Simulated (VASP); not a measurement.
Write the native input for VASP 6.6.1 that does the following.

* Task: single point
* Functional: PBE
* Potentials or basis: VASP PAW PBE potentials, release 54 (Se, Ca_sv)
* Cutoff: 520 eV
* k mesh: 8 × 8 × 8
* Occupations: gaussian, width 0.1 eV
* Spin: no spin polarisation
* Further INCAR settings: ALGO = Normal; EDIFF = 1e-07

The structure of CaSe lies in POSCAR:

```
CaSe
1.0
    0.0000000000      2.9560000000      2.9560000000
    2.9560000000      0.0000000000      2.9560000000
    2.9560000000      2.9560000000      0.0000000000
Se Ca
1 1
Direct
    0.5000000000      0.5000000000      0.5000000000
    0.0000000000      0.0000000000      0.0000000000
```

One way to write it, as run:

INCAR

```
PREC     = Accurate       # precision mode
ENCUT    = 520            # plane-wave cutoff, eV
EDIFF    = 1E-7           # SCF threshold, eV
ISMEAR   = 0              # smearing method
SIGMA    = 0.1            # smearing width, eV
LREAL    = F              # projectors in reciprocal space
LASPH    = T              # aspherical terms in the spheres
NELM     = 100            # most SCF steps
ALGO     = Normal         # electronic algorithm
ISIF     = 2              # what is computed and relaxed
LWAVE    = F              # write WAVECAR
LCHARG   = F              # write CHGCAR
GGA      = PE             # functional
```

KPOINTS

```
Automatic mesh
0
Gamma
  8 8 8
```

Potentials or basis: VASP PAW PBE potentials, release 54 (Se, Ca_sv).

Command:

```console
$ cat potpaw_PBE.54/Se/POTCAR potpaw_PBE.54/Ca_sv/POTCAR > POTCAR
$ mpirun -np 1 vasp_std > vasp.out
```

Results of the run:

```json
{
  "Pressure": "1.3 GPa",
  "Band gap on the k mesh": "2.02 eV, indirect (least direct gap 2.96 eV)"
}
```

Run time: 18 s on 1 thread of Intel(R) Xeon(R) Platinum 8259CL CPU @ 2.50GHz (Skylake/Cascade Lake) (shared host), peak memory 0.18 GiB.
